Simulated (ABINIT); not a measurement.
Input of an ABINIT 10.8.3 (patched build) run:

run.abi

```
ndtset 2

pp_dirpath "./"
pseudos "Sn.LDA_PW-JTH.xml, O.LDA_PW-JTH.xml"

acell 9.7798164648 9.7798164648 9.7798164648
rprim
     1.0000000000     0.0000000000     0.0000000000
     0.0000000000     1.0000000000     0.0000000000
     0.0000000000     0.0000000000     1.0000000000
ntypat 2
znucl 50 8
natom 12
typat 1 1 1 1 2 2 2 2 2 2 2 2
xred
     0.0000000000     0.0000000000     0.0000000000
     0.5000000000     0.0000000000     0.5000000000
     0.5000000000     0.5000000000     0.0000000000
     0.0000000000     0.5000000000     0.5000000000
     0.6610980000     0.8389020000     0.1610980000
     0.8389020000     0.1610980000     0.6610980000
     0.1610980000     0.6610980000     0.8389020000
     0.3389020000     0.3389020000     0.3389020000
     0.6610980000     0.6610980000     0.6610980000
     0.8389020000     0.3389020000     0.1610980000
     0.1610980000     0.8389020000     0.3389020000
     0.3389020000     0.1610980000     0.8389020000

ecut 23.0
pawecutdg 45.0

ixc 7

occopt 3
tsmear 0.00183747

nstep 100

iomode 3
prtwf 0
prteig 0
prtebands 0
prtden1 1
prtvha1 1
prtvclmb1 1
prtpot1 1

kptopt1 1
ngkpt1 5 5 5
nshiftk1 1
shiftk1 0.0 0.0 0.0
nband1 63
tolvrs1 1.0e-9

iscf2 -2
getden2 1
nband2 69
nbdbuf2 4
tolwfr2 1.0e-11
kptopt2 -5
ndivsm2 5
prteig2 1
kptbounds2
     0.0000000000     0.0000000000     0.0000000000
     0.0000000000     0.5000000000     0.0000000000
     0.5000000000     0.5000000000     0.0000000000
     0.0000000000     0.0000000000     0.0000000000
     0.5000000000     0.5000000000     0.5000000000
     0.0000000000     0.5000000000     0.0000000000
```

Potentials or basis: JTH PAW LDA v2.0.

Launch:

```sh
$ abinit run.abi > log 2>&1
```

**Question.** Estimate the largest force.

**Answer.** 0.051 eV/Å.

**Question.** Predict the pressure.

**Answer.** -13.2 GPa.

Forces in eV/Å, atoms in the order of the input:
```
Sn   0.000  0.000  0.000
Sn   0.000  0.000  0.000
Sn   0.000  0.000  0.000
Sn   0.000  0.000  0.000
O    0.029 -0.029  0.029
O   -0.029  0.029  0.029
O    0.029  0.029 -0.029
O   -0.029 -0.029 -0.029
O    0.029  0.029  0.029
O   -0.029 -0.029  0.029
O    0.029 -0.029 -0.029
O   -0.029  0.029 -0.029
```
